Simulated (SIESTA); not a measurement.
Ti:

```
CELL_PARAMETERS angstrom
2.95000 0.00000 0.00000
-1.47500 2.55477 0.00000
0.00000 0.00000 4.68000
ATOMIC_POSITIONS crystal
Ti 0.66667 0.33333 0.75000
Ti 0.33333 0.66667 0.25000
```

Base run:

| Property | Result |
| --- | --- |
| Program | SIESTA 5.4.2 |
| Functional | PBEsol |
| Potentials or basis | PseudoDojo 0.4 standard (PBEsol files) |
| Basis | SZ (energy shift 0.003 Ry) |
| Grid cutoff | 800 Ry |
| Energy shift | 0.003 Ry |
| k mesh | 10 × 10 × 6 |
| Occupations | fermi-dirac, width 0.05 eV |
| Spin | no spin polarisation |

Its results: band gap on the k mesh none (metal or under the smearing width); pressure -14.3 GPa.

The run is repeated on the same cell with these changes: basis from SZ (energy shift 0.003 Ry) to TZP (energy shift 0.003 Ry; two zetas on semicore shells). What comes out?

Band gap on the k mesh none (metal or under the smearing width); pressure -5.6 GPa.

Caveats: the basis of atomic orbitals isn't converged, which shifts pressures, moduli and gaps; the basis has no polarisation orbitals (some runs).
